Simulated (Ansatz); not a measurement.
# AlCu3: moving one atom along a line

The task, for AlCu3: measure how stiffly atom 1 (Al) is held.

Computed with Ansatz 0.2.0 (DFT PBEsol, scalar-relativistic, plane waves, PAW, unless a step's input says otherwise).

1 further run of the same task is left out (set aside as unsound or not needed). Runs told in other sessions of the task aren't counted.

### 1 The starting structure

Symmetry: Pm-3m, No. 221, cubic system. The conventional cell has a = 3.632 Å, b = 3.632 Å, c = 3.632 Å, α = 90.00°, β = 90.00°, γ = 90.00°. Around Al (site symmetry m-3m) lie 12 Cu at 2.57 Å. Around Cu (site symmetry 4/mmm) lie 4 Al at 2.57 Å and 8 Cu at 2.57 Å.

Structure file:

```xyz
4
Lattice="3.6319 0.0000 0.0000 0.0000 3.6319 0.0000 0.0000 0.0000 3.6319" Properties=species:S:1:pos:R:3 pbc="T T T"
Al    0.0000    0.0000    0.0000
Cu    1.8159    1.8159    0.0000
Cu    1.8159    0.0000    1.8159
Cu    0.0000    1.8159    1.8159
```

It goes back to an entry of the Materials Project, which need not be the stable form.

This cell was relaxed beforehand with the same method: volume 11.98 Å³/atom, gap on the mesh none (metal).

### 2 Zero of energy

Reference values: F = -20291.6373 eV; pressure 0.04 GPa; largest force 0.000 eV/Å; gap on the mesh none (metal). It was computed beforehand with the settings of the runs below.

### 3 The scan: moving one atom along a line

Atom 1 (Al) is moved by x along the Cartesian unit vector (0.000, 0.000, 1.000); the cell and all other atoms stay fixed. Forces below are components along that vector, summed over the moved atoms. In a periodic cell its images move with it.

### 4 x = -0.450 Å

input.yaml reads:

```yaml
crystal:
  lattice:
    - [3.6318704096, 0.0, 0.0]
    - [0.0, 3.6318704096, 0.0]
    - [0.0, 0.0, 3.6318704096]
  atoms:
    - { symbol: Al, position: [0.0, 0.0, -0.1239030993] }
    - { symbol: Cu, position: [0.5, 0.5, 0.0] }
    - { symbol: Cu, position: [0.5, 0.0, 0.5] }
    - { symbol: Cu, position: [0.0, 0.5, 0.5] }
basis:
  ecutwfc: 420
kpoints:
  mp_grid: { grid: [14, 14, 14] }
hamiltonian:
  xc: pbesol
scf:
  occupations: { method: gaussian, width: 0.15 }
output:
  forces: true
  stress: true
  eigenvalues: true
```

On the command line:

```console
$ ansatz run input.yaml --threads 1 --pin off --max-ram 2560MiB --backend cpu --events-out ev --progress --plain --runs-dir out
```

The program printed (excerpt; [...] marks lines left out):

```text
Warning: RAYON_NUM_THREADS=1 ignored (pool sized by the plan → 1); use --threads N
[...]
Pseudopotentials: kind: paw
Pseudopotential: Al, paw, valence charge 3, recommended cutoff 420 eV (normal), Al.paw.azcp
Pseudopotential: Cu, paw, valence charge 19, recommended cutoff 420 eV (normal), Cu.paw.azcp
Functional definition: PBEsol
[...]
Crystal: 4 atoms, lattice volume = 47.906 Å³
Basis set: ecut = 420 eV, 925 PW (Γ), exchange–correlation on 50×50×50 points (8 copies of the dense FFT grid, shifted against one another)
Bands: 36, of which v1, the nominal top of the filled ones, is band 30 counted from 1 (29 counted from 0)
Symmetry: 8 space group operations
Space group: P4mm (ITA 99), of the structure as read, at distance tolerance 3.6e-5 Å
k-points: 288 of 2744 (time reversal used)
[...]
SCF iter   1: F=—  HF=-20290.869972 eV  |F-HF|=—  |Δ(HF+E_count)|=         —  Δρ=1.43e-2  dr2=4.98e-2  ethr=1.77e-3  ⟨swp⟩=5.2  Hψ=36469  notcnv=0  defer=18
[...]
SCF iter   8: F=-20290.857795 eV  HF=-20290.857795 eV  |F-HF|=5.40e-9  |Δ(HF+E_count)|=   6.66e-8  Δρ=3.14e-6  dr2=7.16e-9  ethr=1.67e-10  ⟨swp⟩=7.3  Hψ=42438  notcnv=0
[...]
SCF converged after 8 iterations
Free energy (F): -20290.857795 eV
[...]
E sigma→0 (E₀):  -20290.851513 eV
Entropy (-TS):   -0.012565 eV (-3.141 meV/atom)
Fermi energy:    15.428312 eV
[...]
--- Forces (eV/Å), atoms counted from 1 ---
  atom   1  Al     0.00000000     0.00000000     3.62884994
  atom   2  Cu     0.00000000     0.00000000    -0.13687755
  atom   3  Cu     0.00000000     0.00000000    -1.74599049
  atom   4  Cu     0.00000000     0.00000000    -1.74599049
[...]
--- Stress (GPa, compression-positive) ---
        8.538956       0.000000       0.000000
        0.000000       8.538956       0.000000
       -0.000000       0.000000       6.047481
  P = ⅓ Tr σ = 7.7085 GPa (77.085 kbar)
--- Band table (eV; the first three rows and the last of 288) ---
[...]
```

Wall time 39 s (1 thread of Intel Xeon Platinum 8259CL at 2.50GHz (Skylake/Cascade Lake), shared host); peak memory 0.65 GiB.

### 5 x = 0.338 Å

Edit input.yaml of step 4 so:

```diff
@@ -6,3 +6,3 @@
   atoms:
-    - { symbol: Al, position: [0.0, 0.0, -0.1239030993] }
+    - { symbol: Al, position: [0.0, 0.0, 0.0929273245] }
     - { symbol: Cu, position: [0.5, 0.5, 0.0] }
```

On the command line:

```console
$ ansatz run input.yaml --threads 1 --pin off --max-ram 2560MiB --backend cpu --events-out ev --progress --plain --runs-dir out
```

The program printed (excerpt; [...] marks lines left out):

```text
Warning: RAYON_NUM_THREADS=1 ignored (pool sized by the plan → 1); use --threads N
[...]
[... 4 set-up lines as earlier in the session ...]
[...]
Crystal: 4 atoms, lattice volume = 47.906 Å³
Basis set: ecut = 420 eV, 925 PW (Γ), exchange–correlation on 50×50×50 points (8 copies of the dense FFT grid, shifted against one another)
Bands: 36, of which v1, the nominal top of the filled ones, is band 30 counted from 1 (29 counted from 0)
[... 2 set-up lines as earlier in the session ...]
k-points: 288 of 2744 (time reversal used)
[...]
SCF iter   1: F=—  HF=-20291.219795 eV  |F-HF|=—  |Δ(HF+E_count)|=         —  Δρ=1.40e-2  dr2=4.73e-2  ethr=1.77e-3  ⟨swp⟩=5.2  Hψ=36324  notcnv=0  defer=22
[...]
SCF iter   8: F=-20291.208240 eV  HF=-20291.208240 eV  |F-HF|=1.06e-8  |Δ(HF+E_count)|=   1.04e-7  Δρ=4.28e-6  dr2=1.03e-8  ethr=1.67e-10  ⟨swp⟩=7.3  Hψ=42527  notcnv=0
[...]
SCF converged after 8 iterations
Free energy (F): -20291.208240 eV
[...]
E sigma→0 (E₀):  -20291.201648 eV
Entropy (-TS):   -0.013184 eV (-3.296 meV/atom)
Fermi energy:    15.424610 eV
[...]
--- Forces (eV/Å), atoms counted from 1 ---
  atom   1  Al    -0.00000000     0.00000000    -2.61646672
  atom   2  Cu    -0.00000000     0.00000000     0.10112429
  atom   3  Cu    -0.00000000     0.00000000     1.25768013
  atom   4  Cu     0.00000000     0.00000000     1.25768013
[...]
--- Stress (GPa, compression-positive) ---
        4.715680       0.000000      -0.000000
        0.000000       4.715680       0.000000
       -0.000000       0.000000       3.622157
  P = ⅓ Tr σ = 4.3512 GPa (43.512 kbar)
--- Band table (eV; the first three rows and the last of 288) ---
[...]
```

It took 39 s on 1 thread of Intel Xeon Platinum 8259CL at 2.50GHz (Skylake/Cascade Lake), shared host; peak memory 0.66 GiB.

### 6 At x = -0.225 Å

Edit input.yaml of step 5 so:

```diff
@@ -6,3 +6,3 @@
   atoms:
-    - { symbol: Al, position: [0.0, 0.0, 0.0929273245] }
+    - { symbol: Al, position: [0.0, 0.0, -0.0619515496] }
     - { symbol: Cu, position: [0.5, 0.5, 0.0] }
```

On the command line:

```console
$ ansatz run input.yaml --threads 1 --pin off --max-ram 2560MiB --backend cpu --events-out ev --progress --plain --runs-dir out
```

The program printed (excerpt; [...] marks lines left out):

```text
Warning: RAYON_NUM_THREADS=1 ignored (pool sized by the plan → 1); use --threads N
[...]
[... 4 set-up lines as earlier in the session ...]
[...]
Crystal: 4 atoms, lattice volume = 47.906 Å³
Basis set: ecut = 420 eV, 925 PW (Γ), exchange–correlation on 50×50×50 points (8 copies of the dense FFT grid, shifted against one another)
Bands: 36, of which v1, the nominal top of the filled ones, is band 30 counted from 1 (29 counted from 0)
[... 2 set-up lines as earlier in the session ...]
k-points: 288 of 2744 (time reversal used)
[...]
SCF iter   1: F=—  HF=-20291.460885 eV  |F-HF|=—  |Δ(HF+E_count)|=         —  Δρ=1.38e-2  dr2=4.54e-2  ethr=1.77e-3  ⟨swp⟩=5.2  Hψ=36215  notcnv=0  defer=31
[...]
SCF iter   8: F=-20291.449745 eV  HF=-20291.449745 eV  |F-HF|=1.54e-9  |Δ(HF+E_count)|=   2.10e-8  Δρ=2.58e-6  dr2=2.52e-9  ethr=1.67e-10  ⟨swp⟩=7.3  Hψ=41784  notcnv=0
[...]
SCF converged after 8 iterations
Free energy (F): -20291.449745 eV
[...]
E sigma→0 (E₀):  -20291.442858 eV
Entropy (-TS):   -0.013773 eV (-3.443 meV/atom)
Fermi energy:    15.419612 eV
[...]
--- Forces (eV/Å), atoms counted from 1 ---
  atom   1  Al     0.00000000     0.00000000     1.68985352
  atom   2  Cu     0.00000000     0.00000000    -0.06653032
  atom   3  Cu    -0.00000000     0.00000000    -0.81165791
  atom   4  Cu     0.00000000     0.00000000    -0.81165791
[...]
--- Stress (GPa, compression-positive) ---
        2.072929       0.000000      -0.000000
        0.000000       2.072929       0.000000
       -0.000000       0.000000       1.711383
  P = ⅓ Tr σ = 1.9524 GPa (19.524 kbar)
--- Band table (eV; the first three rows and the last of 288) ---
[...]
```

It took 39 s on 1 thread of Intel Xeon Platinum 8259CL at 2.50GHz (Skylake/Cascade Lake), shared host; peak memory 0.64 GiB.

### 7 Point x = 0.113 Å

Edit input.yaml of step 6 so:

```diff
@@ -6,3 +6,3 @@
   atoms:
-    - { symbol: Al, position: [0.0, 0.0, -0.0619515496] }
+    - { symbol: Al, position: [0.0, 0.0, 0.0309757748] }
     - { symbol: Cu, position: [0.5, 0.5, 0.0] }
```

On the command line:

```console
$ ansatz run input.yaml --threads 1 --pin off --max-ram 2560MiB --backend cpu --events-out ev --progress --plain --runs-dir out
```

The program printed (excerpt; [...] marks lines left out):

```text
[...]
SCF converged after 8 iterations
Free energy (F): -20291.590885 eV
[...]
E sigma→0 (E₀):  -20291.583882 eV
Entropy (-TS):   -0.014007 eV (-3.502 meV/atom)
Fermi energy:    15.416307 eV
[...]
--- Forces (eV/Å), atoms counted from 1 ---
  atom   1  Al    -0.00000000     0.00000000    -0.82771893
  atom   2  Cu    -0.00000000     0.00000000     0.03285822
  atom   3  Cu    -0.00000000     0.00000000     0.39742694
  atom   4  Cu    -0.00000000     0.00000000     0.39742694
[...]
--- Stress (GPa, compression-positive) ---
        0.538882       0.000000       0.000000
        0.000000       0.538882       0.000000
        0.000000       0.000000       0.472843
  P = ⅓ Tr σ = 0.5169 GPa (5.169 kbar)
--- Band table (eV; the first three rows and the last of 288) ---
[...]
```

Wall time 41 s (1 thread of Intel Xeon Platinum 8259CL at 2.50GHz (Skylake/Cascade Lake), shared host); peak memory 0.64 GiB.

### 8 At x = 0.394 Å

Edit input.yaml of step 7 so:

```diff
@@ -6,3 +6,3 @@
   atoms:
-    - { symbol: Al, position: [0.0, 0.0, 0.0309757748] }
+    - { symbol: Al, position: [0.0, 0.0, 0.1084289789] }
     - { symbol: Cu, position: [0.5, 0.5, 0.0] }
```

On the command line:

```console
$ ansatz run input.yaml --threads 1 --pin off --max-ram 2560MiB --backend cpu --events-out ev --progress --plain --runs-dir out
```

The program printed (excerpt; [...] marks lines left out):

```text
[...]
SCF converged after 8 iterations
Free energy (F): -20291.047099 eV
[...]
E sigma→0 (E₀):  -20291.040681 eV
Entropy (-TS):   -0.012835 eV (-3.209 meV/atom)
Fermi energy:    15.426824 eV
[...]
--- Forces (eV/Å), atoms counted from 1 ---
  atom   1  Al    -0.00000000     0.00000000    -3.11170479
  atom   2  Cu    -0.00000000     0.00000000     0.11883075
  atom   3  Cu     0.00000000     0.00000000     1.49644350
  atom   4  Cu     0.00000000     0.00000000     1.49644350
[...]
--- Stress (GPa, compression-positive) ---
        6.475322       0.000000       0.000000
        0.000000       6.475322       0.000000
        0.000000       0.000000       4.786085
  P = ⅓ Tr σ = 5.9122 GPa (59.122 kbar)
--- Band table (eV; the first three rows and the last of 288) ---
[...]
```

It took 39 s on 1 thread of Intel Xeon Platinum 8259CL at 2.50GHz (Skylake/Cascade Lake), shared host; peak memory 0.65 GiB.

### 9 Results of the scan

Collected from the runs (energy zero: the undisturbed cell):

```csv
x (Å),ΔE (meV/cell),force on the moved atoms (eV/Å),pressure (GPa)
-0.450,779.5,3.629,7.7
-0.225,187.5,1.690,2.0
0.000,0.0,0.000,0.0
0.113,46.4,-0.828,0.5
0.338,429.0,-2.616,4.4
0.394,590.2,-3.112,5.9
```

Not run, since symmetry makes them alike: 0.450 repeats -0.450, -0.338 repeats 0.338, 0.225 repeats -0.225, -0.113 repeats 0.113. Energy, pressure and gap are the same there.

### 10 Outcome

| quantity | value |
| --- | --- |
| force constant along x, from the points at -0.225, 0 and 0.113 Å | 7.41 eV/Å² |

**Reading.** Near the site the force constant is 7.41 eV/Å²; for the mass of Al against a rigid frame that is a vibration of about 273 cm⁻¹. The step of 0.23 Å is wide, so anharmonic terms mix in. No sampled point lies below the undisturbed cell.
